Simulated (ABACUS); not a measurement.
# Ag (Fm-3m) in ABACUS: further runs

Runs on Ag. Level: M06-L. Tasks: band structure, equation of state.

Program: ABACUS 3.10.1. These are calculated values, not measurements. Logs are shortened: lines on timing, memory, paths and dates and some standing lists are left out, and cuts for length are marked.

### Step 1. The crystal as given

The structure is cubic, space group Fm-3m (No. 225). Conventional cell: a = 4.085 Å, b = 4.085 Å, c = 4.085 Å, α = 90.00°, β = 90.00°, γ = 90.00°. Around Ag (site symmetry m-3m) lie 12 Ag at 2.89 Å.

### Step 2. Band structure, M06-L

INPUT reads:

```
INPUT_PARAMETERS
suffix              Ag
calculation         nscf
basis_type          pw
pseudo_dir          ./
symmetry            -1
dft_functional      MGGA_X_M06_L+MGGA_C_M06_L
ecutwfc             95.0
pseudo_rcut         10
nspin               1
nbands              20
ks_solver           dav
smearing_method     fd
smearing_sigma      0.00367493
scf_thr             1e-08
scf_nmax            100
mixing_type         broyden
mixing_beta         0.7
mixing_tau          1
init_chg            file
pw_diag_thr         1e-07
out_band            1
kpar                4
```

STRU reads:

```
ATOMIC_SPECIES
Ag 107.8682 Ag_ONCV_PBE-1.2.upf

LATTICE_CONSTANT
1.8897261246

LATTICE_VECTORS
-2.0427500000 0.0000000000 2.0427500000
0.0000000000 2.0427500000 2.0427500000
-2.0427500000 2.0427500000 0.0000000000

ATOMIC_POSITIONS
Direct

Ag
0.0
1
0.0000000000 0.0000000000 0.0000000000 1 1 1
```

KPT reads:

```
K_POINTS
12
Line
0.00000000 0.00000000 0.00000000 10 // G
0.50000000 0.00000000 0.50000000 10 // X
0.50000000 0.25000000 0.75000000 10 // W
0.37500000 0.37500000 0.75000000 10 // K
0.00000000 0.00000000 0.00000000 10 // G
0.50000000 0.50000000 0.50000000 10 // L
0.62500000 0.25000000 0.62500000 10 // U
0.50000000 0.25000000 0.75000000 10 // W
0.50000000 0.50000000 0.50000000 10 // L
0.37500000 0.37500000 0.75000000 1 // K
0.62500000 0.25000000 0.62500000 10 // U
0.50000000 0.00000000 0.50000000 1 // X
```

Potentials or basis: SG15 ONCV 1.2 PBE, plane waves.

Started as:

```console
$ OMP_NUM_THREADS=1 mpirun -np 4 abacus > log
```

running log:

```text
ABACUS v3.10.1

               Atomic-orbital Based Ab-initio Computation at UStc

 ------------------------------------------------------------------------------------

 READING GENERAL INFORMATION
                           global_out_dir = OUT.Ag/
                           global_in_card = INPUT
                               pseudo_dir = ./
                              orbital_dir =
                                    DSIZE = 4
                                    GSIZE = 1

 READING UNITCELL INFORMATION
                                    ntype = 1
                  lattice constant (Bohr) = 1.88973
              lattice constant (Angstrom) = 1

 READING ATOM TYPE 1
                               atom label = Ag
                      L=0, number of zeta = 1
                      L=1, number of zeta = 1
                      L=2, number of zeta = 1
             number of atom for this type = 1

                        TOTAL ATOM NUMBER = 1
DIRECT COORDINATES
    atom                   x                   y                   z     mag                  vx                  vy                  vz
taud_Ag1            0.0000000000        0.0000000000        0.0000000000  0.0000        0.0000000000        0.0000000000        0.0000000000

                          Volume (Bohr^3) = 115.046
                             Volume (A^3) = 17.0481

 Lattice vectors: (Cartesian coordinate: in unit of a_0)
             -2.04275                  +0            +2.04275
                   +0            +2.04275            +2.04275
             -2.04275            +2.04275                  +0
 Reciprocal vectors: (Cartesian coordinate: in unit of 2 pi/a_0)
            -0.244768           -0.244768           +0.244768
            +0.244768           +0.244768           +0.244768
            -0.244768           +0.244768           -0.244768
 The esolver type has been set to : ksdft_pw

                PAO radial cut off (Bohr) = 10

 Read in pseudopotential file is Ag_ONCV_PBE-1.2.upf
                     pseudopotential type = NC
          exchange-correlation functional = PBE
                 nonlocal core correction = 0
                        valence electrons = 19
                                     lmax = 2
                           number of zeta = 0
                     number of projectors = 6
                           L of projector = 0
                           L of projector = 0
                           L of projector = 1
                           L of projector = 1
                           L of projector = 2
                           L of projector = 2
 XC functional updated to : MGGA_X_M06_L+MGGA_C_M06_L
          exchange-correlation functional = MGGA_X_M06_L+MGGA_C_M06_L
     initial pseudo atomic orbital number = 0

 SETUP THE ELECTRONS NUMBER
            electron number of element Ag = 19
      total electron number of element Ag = 19
            AUTOSET number of electrons:  = 19
                           occupied bands = 10
                                   NBANDS = 20
                                   NLOCAL = 9

%%%%%%%%%%%%%%%%%%%%%%%%%%%%%%%%%%%%%%%%%%%%%%%%%%%%%%%%%%%%%%%%%%%%%%%%%%%%%%%%%%%%%%%%%%%%%%%%%%%%%%%%%%
 Warning: the number of valence electrons in pseudopotential > 11 for Ag: [Kr] 4d10 5s1
 Pseudopotentials with additional electrons can yield (more) accurate outcomes, but may be less efficient.
 If you're confident that your chosen pseudopotential is appropriate, you can safely ignore this warning.
%%%%%%%%%%%%%%%%%%%%%%%%%%%%%%%%%%%%%%%%%%%%%%%%%%%%%%%%%%%%%%%%%%%%%%%%%%%%%%%%%%%%%%%%%%%%%%%%%%%%%%%%%%

 SETUP THE PLANE WAVE BASIS
 energy cutoff for charge/potential (unit:Ry) = 380
            fft grid for charge/potential = [ 36, 36, 36 ]
                        fft grid division = [ 1, 1, 1 ]
        big fft grid for charge/potential = [ 36, 36, 36 ]
                                     nbxx = 46656
                                     nrxx = 46656

 SETUP PLANE WAVES FOR CHARGE/POTENTIAL
                    number of plane waves = 14331
                         number of sticks = 769

 PARALLEL PW FOR CHARGE/POTENTIAL
     PROC   COLUMNS(POT)             PW
        1            769          14331
 --------------- sum -------------------
        1            769          14331
                            number of |g| = 193
                                  max |g| = 34.2094
                                  min |g| = 0

----------- Double Check Mixing Parameters Begin ------------
mixing_type: broyden
mixing_beta: 0.7
mixing_gg0: 1
mixing_gg0_min: 0.1
mixing_ndim: 8
----------- Double Check Mixing Parameters End ------------

 SETUP K-POINTS
                                    nspin = 1
                                   nkstot = 102
K-POINTS DIRECT COORDINATES
 KPOINTS    DIRECT_X    DIRECT_Y    DIRECT_Z  WEIGHT
       1  0.00000000  0.00000000  0.00000000  1.0000
       2  0.05000000  0.00000000  0.05000000  1.0000
       3  0.10000000  0.00000000  0.10000000  1.0000
       4  0.15000000  0.00000000  0.15000000  1.0000
       5  0.20000000  0.00000000  0.20000000  1.0000
       6  0.25000000  0.00000000  0.25000000  1.0000
[... 22 lines left out ...]
      29  0.40000000  0.35000000  0.75000000  1.0000
      30  0.38750000  0.36250000  0.75000000  1.0000
[... 72 further k points ...]

           k-point number in this process = 26
       minimum distributed K point number = 25

[... K-POINTS CARTESIAN COORDINATES: 26 rows ...]

[... K-POINTS DIRECT COORDINATES: 26 rows ...]

 SETUP PLANE WAVES FOR WAVE FUNCTIONS
     energy cutoff for wavefunc (unit:Ry) = 95
              fft grid for wave functions = [ 36, 36, 36 ]
                    number of plane waves = 2397
                         number of sticks = 241

 PARALLEL PW FOR WAVE FUNCTIONS
     PROC   COLUMNS(POT)             PW
        1            241           2397
 --------------- sum -------------------
        1            241           2397

 SETUP NONLOCAL PSEUDOPOTENTIALS IN PLANE WAVE BASIS
 Ag non-local projectors:
 projector 1 L=0
 projector 2 L=0
 projector 3 L=1
 projector 4 L=1
 projector 5 L=2
 projector 6 L=2
      TOTAL NUMBER OF NONLOCAL PROJECTORS = 18

 Init Non-Local PseudoPotential table :
 Init Non-Local-Pseudopotential done.

                                     npwx = 1820

 -------------------------------------------
 NONSELF-CONSISTENT
 -------------------------------------------
                                 init_chg = file
 try to read charge from file
 Read in the charge density: OUT.Ag//Ag-CHARGE-DENSITY.restart
 try to read kinetic energy density from file
 Read in the kinetic energy density: OUT.Ag//Ag-TAU-DENSITY.restart

 PW ALGORITHM --------------- ION=   1  ELEC=   1--------------------------------
 k(1/102) Iter steps (avg)=11 threshold=1e-07
 k(2/102) Iter steps (avg)=11 threshold=1e-07
 k(3/102) Iter steps (avg)=12 threshold=1e-07
 k(4/102) Iter steps (avg)=22 threshold=1e-07
 k(5/102) Iter steps (avg)=16 threshold=1e-07
 k(6/102) Iter steps (avg)=14 threshold=1e-07
 k(7/102) Iter steps (avg)=14 threshold=1e-07
 k(8/102) Iter steps (avg)=12 threshold=1e-07
 k(9/102) Iter steps (avg)=15 threshold=1e-07
 k(10/102) Iter steps (avg)=23 threshold=1e-07
[... 6 lines left out ...]
 k(17/102) Iter steps (avg)=16 threshold=1e-07
 k(18/102) Iter steps (avg)=15 threshold=1e-07
 k(19/102) Iter steps (avg)=15 threshold=1e-07
 k(20/102) Iter steps (avg)=13 threshold=1e-07
 k(21/102) Iter steps (avg)=14 threshold=1e-07
 k(22/102) Iter steps (avg)=14 threshold=1e-07
 k(23/102) Iter steps (avg)=13 threshold=1e-07
 k(24/102) Iter steps (avg)=15 threshold=1e-07
 k(25/102) Iter steps (avg)=17 threshold=1e-07
 k(26/102) Iter steps (avg)=21 threshold=1e-07
[... levels at 26 k points of this process ...]

 Density error is 0.00000000000
                          Error Threshold = 1.00000000000e-07
----------------------------------------------------------
     Energy           Rydberg                 eV
----------------------------------------------------------
 E_KohnSham     -287.7475453106      -3915.0062017369
 E_KS(sigma->0) -287.7474625985      -3915.0050763810
 E_Harris       -287.7475453106      -3915.0062017369
 E_band         -17.7906257390       -242.0538810354
 E_one_elec     -111.5120160782      -1517.1988141307
 E_Hartree      65.6028288023        892.5722766294
 E_xc           -27.4556608645       -373.5534301122
 E_Ewald        -214.3825317460      -2916.8239834117
 E_entropy(-TS) -0.0001654242        -0.0022507117
 E_descf        0.0000000000         0.0000000000
 E_exx          0.0000000000         0.0000000000
 E_Fermi        1.4848918076         20.2029894964
----------------------------------------------------------

 charge density convergence is achieved
 final etot is -3915.0062017 eV
 EFERMI = 20.202989496 eV

 STATE ENERGY(eV) AND OCCUPATIONS    NSPIN == 1
 1/26 kpoint (Cartesian) = 0.0000 0.0000 0.0000 (1807 pws)
       1       -76.7945      0.0196078
       2       -39.4169      0.0196078
       3       -39.4169      0.0196078
       4       -39.4169      0.0196078
       5        10.3203      0.0196078
       6        12.8873      0.0196078
[... 12 lines left out ...]
      19        48.5034        0.00000
      20        48.5034        0.00000

 2/26 kpoint (Cartesian) = -0.024477 0.0000 0.0000 (1820 pws)
       1       -76.7940      0.0196078
       2       -39.4206      0.0196078
       3       -39.4184      0.0196078
       4       -39.4184      0.0196078
       5        10.4252      0.0196078
       6        12.8467      0.0196078
[... 12 lines left out ...]
      19        47.2050        0.00000
      20        49.0707        0.00000

 3/26 kpoint (Cartesian) = -0.048954 0.0000 0.0000 (1820 pws)
       1       -76.7924      0.0196078
       2       -39.4313      0.0196078
       3       -39.4226      0.0196078
       4       -39.4226      0.0196078
       5        10.7297      0.0196078
       6        12.7304      0.0196078
[... 12 lines left out ...]
      19        44.9388        0.00000
      20        50.4160        0.00000

 4/26 kpoint (Cartesian) = -0.073430 0.0000 0.0000 (1808 pws)
       1       -76.7900      0.0196078
       2       -39.4478      0.0196078
       3       -39.4292      0.0196078
       4       -39.4292      0.0196078
       5        11.1905      0.0196078
       6        12.5536      0.0196078
[... 12 lines left out ...]
      19        46.0931        0.00000
      20        52.0827        0.00000

 5/26 kpoint (Cartesian) = -0.097907 0.0000 0.0000 (1808 pws)
       1       -76.7869      0.0196078
       2       -39.4685      0.0196078
       3       -39.4376      0.0196078
       4       -39.4376      0.0196078
       5        11.6703      0.0196078
       6        12.3378      0.0196078
[... 12 lines left out ...]
      19        48.3846        0.00000
      20        51.8520        0.00000

 6/26 kpoint (Cartesian) = -0.12238 0.0000 0.0000 (1812 pws)
       1       -76.7835      0.0196078
       2       -39.4914      0.0196078
       3       -39.4468      0.0196078
       4       -39.4468      0.0196078
       5        11.8907      0.0196078
       6        12.1071      0.0196078
[... 12 lines left out ...]
      19        50.5107        0.00000
      20        51.1844        0.00000

[... levels at 20 further k points ...]

 --------------------------------------------
 !FINAL_ETOT_IS -3915.006201736853 eV
 --------------------------------------------

 Output bands in file: OUT.Ag/BANDS_1.dat
```

Run time: 11 s. Hardware: 4 MPI ranks of AMD EPYC 9R45 (Zen 5), shared host; peak memory 0.36 GiB.

Levels at the corners of the path, in eV from the Fermi level:
| point | band 6 | band 7 | band 8 | band 9 | band 10 | band 11 | band 12 | band 13 |
| --- | --- | --- | --- | --- | --- | --- | --- | --- |
| Γ | -5.69 | -5.69 | -5.69 | -4.68 | -4.68 | 15.46 | 19.22 | 19.22 |
| X | -7.16 | -3.94 | -3.72 | -3.72 | 1.28 | 6.17 | 10.56 | 10.56 |
| W | -5.94 | -5.94 | -4.67 | -3.72 | 5.59 | 5.59 | 6.88 | 7.22 |
| K | -6.46 | -4.96 | -4.47 | -3.99 | 3.90 | 4.85 | 6.55 | 12.67 |
| Γ | -5.69 | -5.69 | -5.69 | -4.68 | -4.68 | 15.46 | 19.22 | 19.22 |
| L | -5.72 | -5.72 | -3.92 | -3.92 | -1.01 | 3.17 | 14.28 | 18.16 |
| U | -6.46 | -4.96 | -4.47 | -3.99 | 3.90 | 4.85 | 6.55 | 12.67 |
| W | -5.94 | -5.94 | -4.67 | -3.72 | 5.59 | 5.59 | 6.88 | 7.22 |
| L | -5.72 | -5.72 | -3.92 | -3.92 | -1.01 | 3.17 | 14.28 | 18.16 |
| K | -6.46 | -4.96 | -4.47 | -3.99 | 3.90 | 4.85 | 6.55 | 12.67 |
| U | -6.46 | -4.96 | -4.47 | -3.99 | 3.90 | 4.85 | 6.55 | 12.67 |
| X | -7.16 | -3.94 | -3.72 | -3.72 | 1.28 | 6.17 | 10.56 | 10.56 |

Caveat: the density is read from an earlier self-consistent run, whose mesh may be coarse; the potentials were made for another functional, which shifts forces and pressure.

### Step 3. Equation of state, M06-L, 16.03 Å³/atom (volume scaled by 0.94)

run_abacus.py reads:

```python
"""ABACUS run from a structure file: ASE reads it, the script writes STRU, KPT and INPUT."""
import re
import subprocess
from ase.io import read
from ase.units import Bohr

atoms = read("Ag.xyz")
atoms = atoms[(-atoms.numbers).argsort(kind="stable")]  # ABACUS lists atoms element by element
pseudo = {'Ag': 'Ag_ONCV_PBE-1.2.upf'}
orbital = {}
magmoms = None
kmesh = [7, 7, 7]
params = {
    'suffix': 'Ag',
    'calculation': 'scf',
    'basis_type': 'pw',
    'pseudo_dir': './',
    'symmetry': 1,
    'dft_functional': 'MGGA_X_M06_L+MGGA_C_M06_L',
    'ecutwfc': 95,
    'pseudo_rcut': 10,
    'nspin': 1,
    'nbands': 14,
    'ks_solver': 'dav',
    'smearing_method': 'fd',
    'smearing_sigma': 0.00367493,
    'scf_thr': 1e-08,
    'scf_nmax': 100,
    'mixing_type': 'broyden',
    'mixing_beta': 0.7,
    'cal_force': 1,
    'cal_stress': 1,
    'mixing_tau': 1,
    'kpar': 4,
}

symbols = atoms.get_chemical_symbols()
elements = list(dict.fromkeys(symbols))
lines = ["ATOMIC_SPECIES"] + [f"{e} {atoms.get_masses()[symbols.index(e)]:.4f} {pseudo[e]}" for e in elements]
if orbital:
    lines += ["", "NUMERICAL_ORBITAL"] + [orbital[e] for e in elements]
lines += ["", "LATTICE_CONSTANT", f"{1 / Bohr:.10f}", "", "LATTICE_VECTORS"]
lines += [" ".join(f"{x:.10f}" for x in v) for v in atoms.cell]
lines += ["", "ATOMIC_POSITIONS", "Direct"]
for e in elements:
    lines += ["", e, "0.0", str(symbols.count(e))]
    for i, p in enumerate(atoms.get_scaled_positions(wrap=False)):
        if symbols[i] == e:
            mag = "" if magmoms is None else " mag " + " ".join(str(x) for x in (magmoms[i] if isinstance(magmoms[i], list) else [magmoms[i]]))
            lines.append(" ".join(f"{x:.10f}" for x in p) + " 1 1 1" + mag)
open("STRU", "w").write("\n".join(lines) + "\n")
open("KPT", "w").write("K_POINTS\n0\nGamma\n%d %d %d 0 0 0\n" % tuple(kmesh))
open("INPUT", "w").write("INPUT_PARAMETERS\n" + "".join(f"{k:<20s}{v}\n" for k, v in params.items()))

done = subprocess.run(['mpirun', '-np', '4', 'abacus'])
if done.returncode:
    raise SystemExit(done.returncode)
log = open("OUT.Ag/running_scf.log").read()
print("final energy (eV):", re.findall(r"FINAL_ETOT_IS (\S+)", log))
```

Ag.xyz reads:

```xyz
1
Lattice="0.0000000000 2.0010495236 2.0010495236 2.0010495236 0.0000000000 2.0010495236 2.0010495236 2.0010495236 0.0000000000" Properties=species:S:1:pos:R:3 pbc="T T T"
Ag     0.0000000000      0.0000000000      0.0000000000
```

Potentials or basis: SG15 ONCV 1.2 PBE, plane waves.

Started as:

```console
$ OMP_NUM_THREADS=1 python run_abacus.py > log
```

Run time: 6.9 s. Hardware: 4 MPI ranks of AMD EPYC 9R45 (Zen 5), shared host; peak memory 0.36 GiB.

It converged, with:

| Item | Value |
| --- | --- |
| Free energy | -3916.2087 eV |
| Pressure | 11.5 GPa |
| Band gap on the k mesh | none (metal or under the smearing width) |

Caveat: the k mesh is coarse (spacing up to 0.39 Å⁻¹), so the values aren't converged; the potentials were made for another functional, which shifts forces and pressure.

### Step 4. Equation of state, M06-L, 16.71 Å³/atom (volume scaled by 0.98)

run_abacus.py is that of step 3.

Ag.xyz reads:

```xyz
1
Lattice="0.0000000000 2.0290398554 2.0290398554 2.0290398554 0.0000000000 2.0290398554 2.0290398554 2.0290398554 0.0000000000" Properties=species:S:1:pos:R:3 pbc="T T T"
Ag     0.0000000000      0.0000000000      0.0000000000
```

Started as:

```console
$ OMP_NUM_THREADS=1 python run_abacus.py > log
```

It took 6.5 s on 4 MPI ranks of AMD EPYC 9R45 (Zen 5), shared host; peak memory 0.36 GiB.

Results (log left out):

| Quantity | Value |
| --- | --- |
| Free energy | -3916.2459 eV |
| Pressure | 5.5 GPa |
| Band gap on the k mesh | none (metal or under the smearing width) |

Caveat: the k mesh is coarse (spacing up to 0.38 Å⁻¹), so the values aren't converged; the potentials were made for another functional, which shifts forces and pressure.

### Step 5. Equation of state, M06-L, 17.39 Å³/atom (volume scaled by 1.02)

run_abacus.py is that of step 4.

Ag.xyz reads:

```xyz
1
Lattice="0.0000000000 2.0562785400 2.0562785400 2.0562785400 0.0000000000 2.0562785400 2.0562785400 2.0562785400 0.0000000000" Properties=species:S:1:pos:R:3 pbc="T T T"
Ag     0.0000000000      0.0000000000      0.0000000000
```

Started as:

```console
$ OMP_NUM_THREADS=1 python run_abacus.py > log
```

Wall time 6.5 s (4 MPI ranks of AMD EPYC 9R45 (Zen 5), shared host); peak memory 0.36 GiB.

Results (log left out):

- Free energy: -3916.2603 eV
- Pressure: 0.8 GPa
- Band gap on the k mesh: none (metal or under the smearing width)

Caveat: the k mesh is coarse (spacing up to 0.38 Å⁻¹), so the values aren't converged; the potentials were made for another functional, which shifts forces and pressure.

### Step 6. Equation of state, M06-L, 18.07 Å³/atom (volume scaled by 1.06)

run_abacus.py is that of step 5.

Ag.xyz reads:

```xyz
1
Lattice="0.0000000000 2.0828140930 2.0828140930 2.0828140930 0.0000000000 2.0828140930 2.0828140930 2.0828140930 0.0000000000" Properties=species:S:1:pos:R:3 pbc="T T T"
Ag     0.0000000000      0.0000000000      0.0000000000
```

Potentials or basis: SG15 ONCV 1.2 PBE, plane waves.

Started as:

```console
$ OMP_NUM_THREADS=1 python run_abacus.py > log
```

Wall time 6.6 s (4 MPI ranks of AMD EPYC 9R45 (Zen 5), shared host); peak memory 0.36 GiB.

It converged, with:

* Free energy: -3916.2573 eV
* Pressure: -2.7 GPa
* Band gap on the k mesh: none (metal or under the smearing width)

Caveat: the k mesh is coarse (spacing up to 0.37 Å⁻¹), so the values aren't converged; the potentials were made for another functional, which shifts forces and pressure.

### Step 7. Equation of state, M06-L

Potentials or basis: SG15 ONCV 1.2 PBE, plane waves.

No new run: the results of the series are fitted here.

What came out:

* Equilibrium volume: 17.59 Å³/atom
* Bulk modulus: 98 GPa
* Pressure derivative of the bulk modulus: 5.6 (rough: it moves with the points fitted)

Energy against volume, from the lowest point:
```csv
volume (Å³/atom),energy (meV/atom)
16.025,51.62
16.707,14.47
17.389,0.00
18.071,3.08
```

Caveat: the k mesh is coarse (spacing up to 0.38 Å⁻¹), so the values aren't converged; the potentials were made for another functional, which shifts forces and pressure. Zero-point motion and thermal expansion aren't in these numbers.
